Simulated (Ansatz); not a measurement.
**How an unstable Si3O structure lowers its energy**

Method: Ansatz, DFT PBE, scalar-relativistic, plane waves, PAW. All cells share a 420 eV cutoff and Γ-centred k meshes spaced at most 0.3 Å⁻¹ (0.19 for metals, 2π included).

The start was the Cu3Au (L1_2) type (Pm-3m, No. 221), relaxed within its symmetry. A cell of 8 atoms (2 times the primitive one) was then disturbed at random, relaxed without symmetry and relaxed once more on a fine mesh. The k mesh leaves about 4 meV/atom of noise in metals.

Before:

```cif
data_structure
_symmetry_space_group_name_H-M 'Pm-3m'
_symmetry_Int_Tables_number 221
_cell_length_a 3.7415
_cell_length_b 3.7415
_cell_length_c 3.7415
_cell_angle_alpha 90.000
_cell_angle_beta 90.000
_cell_angle_gamma 90.000
_cell_volume 52.38
loop_
_atom_site_label
_atom_site_type_symbol
_atom_site_symmetry_multiplicity
_atom_site_Wyckoff_symbol
_atom_site_fract_x
_atom_site_fract_y
_atom_site_fract_z
_atom_site_occupancy
Si1 Si 3 c 0.00000 0.50000 0.50000 1
O1 O 1 a 0.00000 0.00000 0.00000 1
```

After:

Space group P1 (No. 1). a = 3.562 Å, b = 4.308 Å, c = 9.007 Å, α = 80.24°, β = 87.05°, γ = 88.24°
```csv
atom,site,symmetry,x,y,z
Si,1a,1,0.5328,0.1611,0.7576
Si,1a,1,0.6115,0.7295,0.3191
Si,1a,1,0.0414,0.7871,0.7570
Si,1a,1,0.6669,0.2745,0.1912
Si,1a,1,0.5764,0.6439,0.5919
Si,1a,1,0.3567,0.4543,0.9544
O,1a,1,0.0984,0.2494,0.1015
O,1a,1,0.1159,0.7001,0.3273
```

Q: Is this a distortion of the same structure or a reconstruction, and what lowers the energy?

A: A reconstruction, from Pm-3m (No. 221) to P1 (No. 1). Si–Si bonds form, at 2.35 Å where the closest pair was 2.65 Å apart; O–Si bonds form, at 1.71 Å.

Q: What does it gain?

A: 891 meV/atom, with the volume going from 13.09 to 17.00 Å³/atom. Against the elements the energy goes from 0.51 to -0.38 eV/atom.

Cost: 4 runs of about 28 core-minutes in all, on Intel Xeon Platinum 8488C (Sapphire Rapids) (shared hosts).